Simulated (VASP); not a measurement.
# Hg (C2/m) in VASP: a series of runs

Runs on Hg. Level: r2SCAN. Tasks: single point.

All numbers are computed with VASP 6.6.1; they aren't measurements. Logs are shortened: lines on timing, memory, paths and dates and some standing lists are left out, and cuts for length are marked.

### Step 1. The structure

Symmetry: C2/m, No. 12, monoclinic system. Conventional cell: a = 4.249 Å, b = 5.345 Å, c = 3.583 Å, α = 90.00°, β = 126.18°, γ = 90.00°. Hg (site symmetry 2/m) is surrounded by 8 Hg at 3.41 to 3.59 Å.

### Step 2. Single point, r2SCAN

The input, INCAR:

```
SYSTEM = Hg
PREC = Accurate
ENCUT = 400
EDIFF = 1E-6
ISMEAR = 0
SIGMA = 0.1
LREAL = .FALSE.
LASPH = .TRUE.
NELM = 100
ALGO = Normal
ISIF = 2
LWAVE = .FALSE.
LCHARG = .FALSE.
METAGGA = R2SCAN
LMIXTAU = .TRUE.
NBANDS = 12
ADDGRID = .FALSE.
```

The input, KPOINTS:

```
Automatic mesh
0
G
  4 4 4
  0 0 0
```

The input, POSCAR:

```
Hg
1.0
    2.1243184923     -2.6725824964      0.0000000000
    2.1243184923      2.6725824964      0.0000000000
   -2.1151288124      0.0000000000      2.8921990043
Hg
1
Direct
    0.0000000000      0.0000000000      0.0000000000
```

Potentials or basis: VASP PAW PBE potentials, release 64 (Hg).

On the command line:

```sh
$ cat potpaw_PBE.64/Hg/POTCAR > POTCAR
$ mpirun -np 1 vasp_std > vasp.out
```

OUTCAR:

```text
SYSTEM = Hg
   PREC = Accurate
   ENCUT = 400
   EDIFF = 1E-6
   ISMEAR = 0
   LREAL = .FALSE.
   LASPH = .TRUE.
   NELM = 100
   ISIF = 2
   METAGGA = R2SCAN

 Found     24 irreducible k-points:

 Following reciprocal coordinates:
            Coordinates               Weight
  0.000000  0.000000  0.000000      1.000000
  0.250000  0.000000  0.000000      4.000000
  0.500000  0.000000  0.000000      2.000000
  0.250000  0.250000  0.000000      2.000000
  0.500000  0.250000  0.000000      4.000000
 -0.250000  0.250000  0.000000      2.000000
   k-points           NKPTS =     24   k-points in BZ     NKDIM =     24   number of bands    NBANDS=     12
   number of dos      NEDOS =    301   number of ions     NIONS =      1
   total plane-waves  NPLWV =  13824
   dimension x,y,z NGX =    24 NGY =   24 NGZ =   24
   dimension x,y,z NGXF=    48 NGYF=   48 NGZF=   48
   ions per type =               1
   NGX,Y,Z   is equivalent  to a cutoff of  11.69, 11.69, 11.14 a.u.
   NGXF,Y,Z  is equivalent  to a cutoff of  23.37, 23.37, 22.27 a.u.
 SYSTEM =  Hg
   PREC   = accura    normal or accurate (medium, high low for compatibility)
   ISTART =      0    job   : 0-new  1-cont  2-samecut
   ICHARG =      2    charge: 1-file 2-atom 10-const
   ISPIN  =      1    spin polarized calculation?
   LNONCOLLINEAR =      F non collinear calculations
   LSORBIT =      F    spin-orbit coupling
   LASPH  =      T    aspherical Exc in radial PAW
   ENCUT  =  400.0 eV  29.40 Ry    5.42 a.u.   5.57  5.57  5.84*2*pi/ulx,y,z
   NELM   =    100;   NELMIN=  2; NELMDL= -5     # of ELM steps
   EDIFF  = 0.1E-05   stopping-criterion for ELM
   LREAL  =      F    real-space projection
   EDIFFG = 0.1E-04   stopping-criterion for IOM
   NSW    =      0    number of steps for IOM
   IBRION =     -1    ionic relax: 0-MD 1-quasi-New 2-CG
   NFREE  =      0    steps in history (QN), initial steepest desc. (CG)
   ISIF   =      2    stress and relaxation
   ISYM   =      2    0-nonsym 1-usesym 2-fastsym
   POTIM  = 0.5000    time-step for ionic-motion
   TEBEG  =    0.0;   TEEND  =   0.0 temperature during run
   PSTRESS=    0.0 pullay stress
   NELECT =      12.0000    total number of electrons
   NUPDOWN=      -1.0000    fix difference up-down
   EMIN   =  10.00;   EMAX   =-10.00  energy-range for DOS
   EFERMI =   0.00;   METHOD = LEGACY
   ISMEAR =     0;   SIGMA  =   0.10  broadening in eV -4-tet -1-fermi 0-gaus
   EFERMI_NEDOS =   21; number of points for ismear=-14 and -15
   IALGO  =     38    algorithm
   IMIX   =      4    mixing-type and parameters
     AMIX     =   0.40;   BMIX     =  1.00
     AMIX_MAG =   1.60;   BMIX_MAG =  1.00
  volume/ion in A,a.u.               =      32.84       221.62
  Fermi-wavevector in a.u.,A,eV,Ry     =   1.170395  2.211725 18.637577  1.369823
  Thomas-Fermi vector in A             =   2.306854
   LORBIT       =      0    0 simple, 1 ext, 2 COOP (PROOUT), +10 PAW based schemes
   METAGGA = R2SCAN    functional components
   LHFCALC =     F    Hartree Fock is set to
   AEXX    =    0.0000 exact exchange contribution
   IVDW    =     0    specifies the selected vdW correction
   LEPSILON=     F    determine dielectric tensor
   LRPA    =     F    only Hartree local field effects (RPA)
 non-spin polarized calculation
 Gauss-broadening in eV      SIGMA  =   0.10
  energy-cutoff  :      400.00
  volume of cell :       32.84
 maximum number of plane-waves:       607
 NGX is ok and might be reduce to    24
   NGX = 11   NGY = 11   NGZ = 11

 number of electron      12.0000005 magnetization

 Free energy of the ion-electron system (eV)
  ---------------------------------------------------
  ext. energy  EPLUGINS =         0.00000000
  ---------------------------------------------------
  free energy    TOTEN  =       -49.29956112 eV

  energy without entropy =      -49.29647703  energy(sigma->0) =      -49.29801907

 E-fermi :   0.2777     XC(G=0):  -9.5723

 val. band max:       -0.0385275272   @ k =   0.5000   0.5000   0.2500
 cond. band min:       0.3311704809   @ k =   0.5000   0.0000   0.0000
 fundamental gap:      0.3696980080
 Fermi energy:         0.2777445681

 k-point     1 :       0.0000    0.0000    0.0000
  band No.  band energies     occupation
      1      -6.4777      2.00000
      2      -6.3035      2.00000
      3      -6.0832      2.00000
      4      -6.0595      2.00000
      5      -5.7482      2.00000
      6      -5.6261      2.00000
      7      12.6038      0.00000
      8      12.8106      0.00000
      9      13.2485      0.00000
     10      14.6302      0.00000
     11      14.8755      0.00000
     12      17.0388      0.00000

 k-point     2 :       0.2500    0.0000    0.0000
  band No.  band energies     occupation
      1      -6.3494      2.00000
      2      -6.2033      2.00000
      3      -5.7870      2.00000
      4      -5.7746      2.00000
      5      -5.6706      2.00000
      6      -4.9982      2.00000
      7       6.1519      0.00000
      8      10.2370      0.00000
      9      11.7439      0.00000
     10      13.3389      0.00000
     11      15.2541      0.00000
     12      15.5593      0.00000

 k-point     3 :       0.5000    0.0000    0.0000
  band No.  band energies     occupation
      1      -6.4789      2.00000
      2      -6.3342      2.00000
      3      -5.7974      2.00000
      4      -5.6485      2.00000
      5      -5.3741      2.00000
      6      -1.6355      2.00000
      7       0.3312      0.44992
      8       8.5623      0.00000
      9      10.6195      0.00000
     10      12.7875      0.00000
     11      14.7453      0.00000
     12      17.1428      0.00000

 k-point     4 :       0.2500    0.2500    0.0000
  band No.  band energies     occupation
      1      -6.2607      2.00000
      2      -6.0990      2.00000
      3      -5.8561      2.00000
      4      -5.7652      2.00000
      5      -5.6660      2.00000
      6      -2.6510      2.00000
      7       3.5523      0.00000
      8       5.3645      0.00000
      9       8.9778      0.00000
     10      15.3197      0.00000
     11      15.3423      0.00000
     12      17.2535      0.00000

 k-point     5 :       0.5000    0.2500    0.0000
  band No.  band energies     occupation
      1      -6.3207      2.00000
      2      -6.1452      2.00000
      3      -5.8168      2.00000
      4      -5.7734      2.00000
      5      -5.5437      2.00000
      6      -1.9656      2.00000
      7       2.7622      0.00000
      8       5.6206      0.00000
      9       8.6619      0.00000
     10      13.7977      0.00000
     11      15.1671      0.00000
     12      18.1099      0.00000

 k-point     6 :      -0.2500    0.2500    0.0000
  band No.  band energies     occupation
      1      -6.2249      2.00000
      2      -6.1908      2.00000
      3      -5.8204      2.00000
      4      -5.7515      2.00000
      5      -5.7259      2.00000
      6      -4.8125      2.00000
      7       7.5609      0.00000
      8       9.5493      0.00000
      9      10.2602      0.00000
     10      12.4141      0.00000
     11      13.4679      0.00000
     12      15.9049      0.00000

 [... further k-points ...]

------------------------ aborting loop because EDIFF is reached ----------------------------------------

  FORCE on cell =-STRESS in cart. coord.  units (eV):
  Direction    XX          YY          ZZ          XY          YZ          ZX
  --------------------------------------------------------------------------------------
  -------------------------------------------------------------------------------------
  Total       -0.2070284     -0.0882265     -0.4769151      0.0000000      0.0000000     -0.0007509
  in kB      -10.1002353     -4.3042803    -23.2671275      0.0000000      0.0000000     -0.0366347
  external PRESSURE =     -12.5572144 kB  Pullay stress =       0.0000000 kB

 VOLUME and BASIS-vectors are now :
 -----------------------------------------------------------------------------
  energy-cutoff  :      400.00
  volume of cell :       32.84
      direct lattice vectors                 reciprocal lattice vectors
     2.124318492 -2.672582496  0.000000000     0.235369603 -0.187084964  0.172130973
     2.124318492  2.672582496  0.000000000     0.235369603  0.187084964  0.172130973
    -2.115128812  0.000000000  2.892199004     0.000000000  0.000000000  0.345757674

 POSITION                                       TOTAL-FORCE (eV/Angst)
 -----------------------------------------------------------------------------------
      0.00000      0.00000      0.00000         0.000000      0.000000      0.000000
 -----------------------------------------------------------------------------------
    total drift:                                0.000000     -0.000000      0.000000

  FREE ENERGIE OF THE ION-ELECTRON SYSTEM (eV)
  ---------------------------------------------------
  free  energy   TOTEN  =       -49.2995611162 eV

  energy  without entropy=      -49.2964770273  energy(sigma->0) =      -49.29801907
```

OSZICAR:

```text
N       E                     dE             d eps       ncg     rms          rms(c)
DAV:   1     0.878430129835E+01    0.87843E+01   -0.55201E+03   608   0.758E+02
DAV:   2    -0.520488479982E+02   -0.60833E+02   -0.57530E+02   664   0.198E+02
DAV:   3    -0.532297219502E+02   -0.11809E+01   -0.11803E+01   660   0.307E+01
DAV:   4    -0.532309362733E+02   -0.12143E-02   -0.12143E-02   644   0.109E+00
DAV:   5    -0.532309387239E+02   -0.24506E-05   -0.24506E-05   672   0.446E-02    0.163E+00
DAV:   6    -0.492409136619E+02    0.39900E+01   -0.21913E+00   588   0.173E+01    0.411E+00
DAV:   7    -0.492985550197E+02   -0.57641E-01   -0.58919E-02   632   0.299E+00    0.243E+00
DAV:   8    -0.492796950321E+02    0.18860E-01   -0.85343E-02   584   0.308E+00    0.455E-01
DAV:   9    -0.492852424749E+02   -0.55474E-02   -0.29602E-02   584   0.151E+00    0.139E-01
DAV:  10    -0.492930240769E+02   -0.77816E-02   -0.30236E-03   584   0.408E-01    0.337E-01
DAV:  11    -0.492994451996E+02   -0.64211E-02   -0.55856E-03   584   0.779E-01    0.546E-02
DAV:  12    -0.492995359954E+02   -0.90796E-04   -0.67048E-05   632   0.688E-02    0.600E-03
DAV:  13    -0.492995572920E+02   -0.21297E-04   -0.11411E-05   596   0.327E-02    0.298E-03
DAV:  14    -0.492995601554E+02   -0.28634E-05   -0.30367E-06   596   0.167E-02    0.371E-03
DAV:  15    -0.492995611162E+02   -0.96078E-06   -0.11305E-06   608   0.110E-02
   1 F= -.49299561E+02 E0= -.49298019E+02  d E =-.308409E-02
```

Run time: 20 s. Hardware: 1 thread of Intel Xeon Platinum 8259CL at 2.50GHz (Skylake/Cascade Lake), shared host; peak memory 0.14 GiB.

The run converged, but some of its settings lie outside the range that counts as converged, so its numbers aren't taken as properties of the crystal.

Results:

```yaml
Free_energy: -49.2996 eV
Pressure: -1.3 GPa
Band_gap_on_the_k_mesh: none (metal or under the smearing width)
```

Caveat: the k mesh is coarse (spacing up to 0.54 Å⁻¹), so the values aren't converged; the PAW data sets were made with another functional, which shifts forces and pressure a little.

### Step 3. Single point, r2SCAN

INCAR: that of step 2 with these lines changed.

```diff
@@ -2,3 +2,3 @@
 PREC = Accurate
-ENCUT = 400
+ENCUT = 460
 EDIFF = 1E-6
```

KPOINTS is that of step 2.

POSCAR is that of step 2.

Potentials or basis: VASP PAW PBE potentials, release 64 (Hg).

On the command line:

```sh
$ cat potpaw_PBE.64/Hg/POTCAR > POTCAR
$ mpirun -np 1 vasp_std > vasp.out
```

It took 26 s on 1 thread of Intel Xeon Platinum 8259CL at 2.50GHz (Skylake/Cascade Lake), shared host; peak memory 0.14 GiB.

These settings aren't checked as converged: the numbers below hold their error.

What came out:

```yaml
Free_energy: -49.2998 eV
Pressure: -1.2 GPa
Band_gap_on_the_k_mesh: none (metal or under the smearing width)
```

Caveat: the k mesh is coarse (spacing up to 0.54 Å⁻¹), so the values aren't converged; the PAW data sets were made with another functional, which shifts forces and pressure a little.

### Step 4. Single point, r2SCAN

INCAR: that of step 3 with these lines changed.

```diff
@@ -5,3 +5,3 @@
 ISMEAR = 0
-SIGMA = 0.1
+SIGMA = 0.4
 LREAL = .FALSE.
```

KPOINTS is that of step 3.

POSCAR is that of step 3.

Potentials or basis: VASP PAW PBE potentials, release 64 (Hg).

On the command line:

```sh
$ cat potpaw_PBE.64/Hg/POTCAR > POTCAR
$ mpirun -np 1 vasp_std > vasp.out
```

OUTCAR:

```text
SYSTEM = Hg
   PREC = Accurate
   ENCUT = 460
   EDIFF = 1E-6
   ISMEAR = 0
   LREAL = .FALSE.
   LASPH = .TRUE.
   NELM = 100
   ISIF = 2
   METAGGA = R2SCAN

 Found     24 irreducible k-points:

 Following reciprocal coordinates:
            Coordinates               Weight
  0.000000  0.000000  0.000000      1.000000
  0.250000  0.000000  0.000000      4.000000
  0.500000  0.000000  0.000000      2.000000
  0.250000  0.250000  0.000000      2.000000
  0.500000  0.250000  0.000000      4.000000
 -0.250000  0.250000  0.000000      2.000000
   k-points           NKPTS =     24   k-points in BZ     NKDIM =     24   number of bands    NBANDS=     12
[... 166 lines left out ...]

  FORCE on cell =-STRESS in cart. coord.  units (eV):
  Direction    XX          YY          ZZ          XY          YZ          ZX
  --------------------------------------------------------------------------------------
  -------------------------------------------------------------------------------------
  Total       -0.2472557     -0.2619653     -0.4804001      0.0000000      0.0000000     -0.0047672
  in kB      -12.0627965    -12.7804306    -23.4371497      0.0000000      0.0000000     -0.2325750
  external PRESSURE =     -16.0934589 kB  Pullay stress =       0.0000000 kB

 VOLUME and BASIS-vectors are now :
 -----------------------------------------------------------------------------
  energy-cutoff  :      460.00
  volume of cell :       32.84
      direct lattice vectors                 reciprocal lattice vectors
     2.124318492 -2.672582496  0.000000000     0.235369603 -0.187084964  0.172130973
     2.124318492  2.672582496  0.000000000     0.235369603  0.187084964  0.172130973
    -2.115128812  0.000000000  2.892199004     0.000000000  0.000000000  0.345757674

 POSITION                                       TOTAL-FORCE (eV/Angst)
 -----------------------------------------------------------------------------------
      0.00000      0.00000      0.00000         0.000000      0.000000      0.000000
 -----------------------------------------------------------------------------------
    total drift:                                0.000000     -0.000000     -0.000000

  FREE ENERGIE OF THE ION-ELECTRON SYSTEM (eV)
  ---------------------------------------------------
  free  energy   TOTEN  =       -49.3118540645 eV

  energy  without entropy=      -49.2912337606  energy(sigma->0) =      -49.30154391
```

OSZICAR:

```text
N       E                     dE             d eps       ncg     rms          rms(c)
DAV:   1     0.122764469404E+02    0.12276E+02   -0.58448E+03   616   0.837E+02
DAV:   2    -0.520007716104E+02   -0.64277E+02   -0.61223E+02   640   0.207E+02
DAV:   3    -0.532472578709E+02   -0.12465E+01   -0.12459E+01   672   0.324E+01
DAV:   4    -0.532485697425E+02   -0.13119E-02   -0.13119E-02   640   0.113E+00
DAV:   5    -0.532485724353E+02   -0.26928E-05   -0.26928E-05   688   0.473E-02    0.162E+00
DAV:   6    -0.492554308401E+02    0.39931E+01   -0.21688E+00   580   0.173E+01    0.406E+00
DAV:   7    -0.493104347825E+02   -0.55004E-01   -0.55944E-02   620   0.294E+00    0.242E+00
DAV:   8    -0.492897774343E+02    0.20657E-01   -0.87744E-02   580   0.315E+00    0.406E-01
DAV:   9    -0.492755800080E+02    0.14197E-01   -0.48642E-02   576   0.182E+00    0.178E-01
DAV:  10    -0.492495093498E+02    0.26071E-01   -0.55949E-03   576   0.802E-01    0.376E-01
DAV:  11    -0.492922899468E+02   -0.42781E-01   -0.11722E-02   576   0.953E-01    0.228E-01
DAV:  12    -0.493118369554E+02   -0.19547E-01   -0.95051E-03   576   0.753E-01    0.254E-02
DAV:  13    -0.493118265742E+02    0.10381E-04   -0.74694E-05   668   0.709E-02    0.296E-02
DAV:  14    -0.493117988461E+02    0.27728E-04   -0.70292E-05   596   0.721E-02    0.147E-02
DAV:  15    -0.493118537420E+02   -0.54896E-04   -0.35746E-05   596   0.499E-02    0.101E-02
DAV:  16    -0.493118540645E+02   -0.32253E-06   -0.25887E-06   612   0.181E-02
   1 F= -.49311854E+02 E0= -.49301544E+02  d E =-.206203E-01
```

Wall time 26 s (1 thread of Intel Xeon Platinum 8259CL at 2.50GHz (Skylake/Cascade Lake), shared host); peak memory 0.15 GiB.

The run converged, but some of its settings lie outside the range that counts as converged, so its numbers aren't taken as properties of the crystal.

What came out:

```
Free energy            : -49.3119 eV
Pressure               : -1.6 GPa
Band gap on the k mesh : none (metal or under the smearing width)
```

Caveat: the k mesh is coarse (spacing up to 0.54 Å⁻¹), so the values aren't converged; the PAW data sets were made with another functional, which shifts forces and pressure a little.
